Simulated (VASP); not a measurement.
# SiC: convergence, density of states

SiC, F-43m (no. 216), 2 atoms in the cell. R2SCAN; PAW potentials Si, C (PBE set). VASP 6.6.1.

Wanted: density of states by 0.5 eV bins within 8 %; centre of the states within 12 eV below the valence top within 0.03 eV.

What the run is for: density of states; Accuracy asked: standard; k mesh of the density: 9 × 9 × 9.

POSCAR:
```
SiC
1.0
    0.0000000000      2.1790000000      2.1790000000
    2.1790000000      0.0000000000      2.1790000000
    2.1790000000      2.1790000000      0.0000000000
Si C
1 1
Direct
    0.0000000000      0.0000000000      0.0000000000
    0.7500000000      0.7500000000      0.7500000000
```

The series start from Plane-wave cutoff (eV): 460; k-point mesh: 14 × 14 × 14; Energy points (NEDOS): 2001; Occupations for the DOS: ISMEAR=-5; Electronic threshold (eV): 1e-6; Precision mode (PREC): Accurate. Each series keeps the choices made before it, and each single choice may use up half of a tolerance.

## Plane-wave cutoff (eV)

| Plane-wave cutoff (eV) | Density of states by 0.5 eV bins, largest deviation against the largest value | Centre of the states within 12 eV below the valence top (eV) | SCF iterations | Time (s) |
|---|---|---|---|---|
| 320 | 2 % | -4.669 | 16 | 43 |
| 400 | 1.4 % | -4.675 | 16 | 53 |
| 460 | 0.28 % | -4.673 | 20 | 62 |
| 520 | 0.19 % | -4.673 | 20 | 66 |
| 640 (reference) | 0 % | -4.672 | 16 | 128 |

Chosen: 320, the loosest value from which every tighter one stays within half of the tolerance.

## k-point mesh

| k-point mesh | Density of states by 0.5 eV bins, largest deviation against the largest value | Centre of the states within 12 eV below the valence top (eV) | SCF iterations | Time (s) |
|---|---|---|---|---|
| 6 × 6 × 6 | 22 % | -4.638 | 16 | 9.3 |
| 8 × 8 × 8 | 13 % | -4.657 | 16 | 14 |
| 9 × 9 × 9 | 14 % | -4.660 | 16 | 17 |
| 12 × 12 × 12 | 8 % | -4.667 | 16 | 31 |
| 14 × 14 × 14 | 4.1 % | -4.669 | 16 | 43 |
| 17 × 17 × 17 | 2.6 % | -4.671 | 16 | 68 |
| 21 × 21 × 21 | 0.93 % | -4.678 | 16 | 112 |
| 25 × 25 × 25 (reference) | 0 % | -4.673 | 16 | 183 |

Chosen: 17 × 17 × 17.

## Energy points (NEDOS)

| Energy points (NEDOS) | Density of states by 0.5 eV bins, largest deviation against the largest value | Centre of the states within 12 eV below the valence top (eV) | SCF iterations | Time (s) |
|---|---|---|---|---|
| 301 | 12 % | -4.704 | 16 | 67 |
| 501 | 3.9 % | -4.677 | 16 | 66 |
| 1001 | 0.71 % | -4.681 | 16 | 65 |
| 2001 | 0.21 % | -4.671 | 16 | 68 |
| 4001 (reference) | 0 % | -4.676 | 16 | 67 |

Chosen: 501.

## Occupations for the DOS

| Occupations for the DOS | Density of states by 0.5 eV bins, largest deviation against the largest value | Centre of the states within 12 eV below the valence top (eV) | SCF iterations | Time (s) |
|---|---|---|---|---|
| ISMEAR=-5 | 0 % | -4.677 | 16 | 66 |
| ISMEAR=-4 | 0 % | -4.677 | 16 | 65 |
| ISMEAR=0 SIGMA=0.05 | 8.7 % | -4.630 | 16 | 67 |
| ISMEAR=0 SIGMA=0.1 | 7.7 % | -4.632 | 16 | 67 |
| ISMEAR=-15 SIGMA=0.025 | 0 % | -4.677 | 16 | 66 |

Chosen: ISMEAR=-5; no other choice that stays within half of the tolerance saves 30 % of the time.

## Electronic threshold (eV)

| Electronic threshold (eV) | Density of states by 0.5 eV bins, largest deviation against the largest value | Centre of the states within 12 eV below the valence top (eV) | SCF iterations | Time (s) |
|---|---|---|---|---|
| 0.001 | 1.9 % | -4.675 | 12 | 52 |
| 0.0001 | 0.018 % | -4.677 | 15 | 64 |
| 1e-5 | 0.018 % | -4.677 | 16 | 68 |
| 1e-6 (reference) | 0 % | -4.677 | 16 | 66 |

Chosen: 0.001.

## Precision mode (PREC)

| Precision mode (PREC) | Density of states by 0.5 eV bins, largest deviation against the largest value | Centre of the states within 12 eV below the valence top (eV) | SCF iterations | Time (s) |
|---|---|---|---|---|
| Normal | 0.056 % | -4.675 | 12 | 17 |
| Accurate (reference) | 0 % | -4.675 | 12 | 52 |

Chosen: Normal.

## All choices together

| Input | Density of states by 0.5 eV bins, largest deviation against the largest value | Centre of the states within 12 eV below the valence top (eV) | Time (s) |
|---|---|---|---|
| defaults for smearing, thresholds and mesh (naive) | 63 % | -4.800 | 3.4 |
| chosen settings | 3.6 % | -4.675 | 17 |
| reference settings throughout | 0 % | -4.690 | 567 |

The tolerance is met.

## The input

INCAR:
```
METAGGA = R2SCAN
ISMEAR = -5
LWAVE = False
LCHARG = False
NBANDS = 20
PREC = Normal
LASPH = True
LREAL = False
ALGO = Normal
EDIFF = 0.001
NELM = 120
GGA_COMPAT = False
ENCUT = 320
EFERMI = MIDGAP
LMIXTAU = True
NEDOS = 501
LORBIT = 11
KPAR = 2
```

KPOINTS:
```
Automatic mesh
0
Gamma
  17 17 17
  0 0 0
```

Commands:
```
cat potpaw_PBE.64/Si/POTCAR potpaw_PBE.64/C/POTCAR > POTCAR
mpirun -np 2 vasp_std > vasp.out
```

Limits: The window of 12 eV cuts through a band, so the centre of the states depends on that edge.

The chosen input took VASP 6.6.1 17 s on 2 cores (Intel Xeon Platinum 8259CL @ 2.50GHz (Skylake/Cascade Lake)), a shared host.

## An input that fails: tetrahedra on too few k points

VASP's message: IBZKPT: tetrahedron method fails for NKPT<4. NKPT = 1.

k mesh: 14 × 14 × 14 becomes 1 × 1 × 1.

Changes against the starting input:
```
- NELM = 120
- KPAR = 2
+ NELM = 53
```
